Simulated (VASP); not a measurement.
## Cs: single point with RPBE

The system is Cs, in a box.

```
Cs
1.0
    10.50000    0.00000    0.00000
     0.00000   11.00000    0.00000
     0.00000    0.00000   11.50000
Cs
1
Cartesian
  5.2500 5.5500 5.7500
```

- Program: VASP 6.6.1
- Task: single point
- Functional: RPBE
- Potentials or basis: VASP PAW PBE potentials, release 64 (Cs_sv)
- Cutoff: 400 eV
- k mesh: 1 × 1 × 1
- Occupations: gaussian, width 0.01 eV
- Spin: collinear spin, ferromagnetic start
- Starting moments: [0.5] μB
- Fixed moment: 1 μB

| Property | Result |
| --- | --- |
| Net moment | 1.00 μB per cell |
| Valence electrons inside the program's atomic spheres | Cs 6.56 |

Wall time 3 min on 1 thread of Intel(R) Xeon(R) Platinum 8259CL CPU @ 2.50GHz (Skylake/Cascade Lake), with other jobs on the host, peak memory 1.1 GiB.

Caveat: the total moment is fixed, so each spin has its own Fermi level. Spin-orbit coupling is left out, which matters for the levels of Cs.
